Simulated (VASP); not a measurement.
A run of VASP 6.6.1 is set up as follows.

The input INCAR:

```
  PREC = Accurate
  ENCUT = 520
  EDIFF = 1E-7
  ISMEAR = 0
  SIGMA = 0.1
  LREAL = Auto
  LASPH = T
  NELM = 100
  ALGO = Fast
  ISIF = 2
  LWAVE = F
  LCHARG = T
  GGA = PS
  LELF = T
  LVHAR = T
  NBANDS = 86
  ISYM = 0
```

KPOINTS

```
Automatic mesh
0
Gamma
  2 2 2
  0.5 0.5 0.5
```

POSCAR

```
HgTe
1.0
    6.1542340000      0.0000000000     -6.1542340000
    0.0000000000      6.1542340000     -6.1542340000
    6.1542340000      6.1542340000      0.0000000000
Hg Te
8 8
Direct
    0.5000000000      0.5000000000      0.0000000000
    0.5000000000      0.5000000000      0.5000000000
    0.5000000000      0.0000000000      0.0000000000
    0.5000000000      0.0000000000      0.5000000000
    0.0000000000      0.5000000000      0.0000000000
    0.0000000000      0.5000000000      0.5000000000
    0.0000000000      0.0000000000      0.0000000000
    0.0000000000      0.0000000000      0.5000000000
    0.2500000000      0.2500000000      0.7500000000
    0.2500000000      0.2500000000      0.2500000000
    0.2500000000      0.7500000000      0.7500000000
    0.2500000000      0.7500000000      0.2500000000
    0.7500000000      0.2500000000      0.7500000000
    0.7500000000      0.2500000000      0.2500000000
    0.7500000000      0.7500000000      0.7500000000
    0.7500000000      0.7500000000      0.2500000000
```

Potentials or basis: VASP PAW PBE potentials, release 64 (Hg, Te).

Run with:

```console
$ cat potpaw_PBE.64/Hg/POTCAR potpaw_PBE.64/Te/POTCAR > POTCAR
$ mpirun -np 1 vasp_std > vasp.out
```

**Question.** What does it give for the pressure?

**Answer.** -3.7 GPa.

**Question.** Estimate the band gap on the k mesh.

**Answer.** None (metal or under the smearing width).

Caveat: the k mesh is coarse (spacing up to 0.44 Å⁻¹), so the values aren't converged; the PAW data sets were made with another functional, which shifts forces and pressure a little. The run has no spin-orbit coupling, so splittings on Hg, Te are missing.
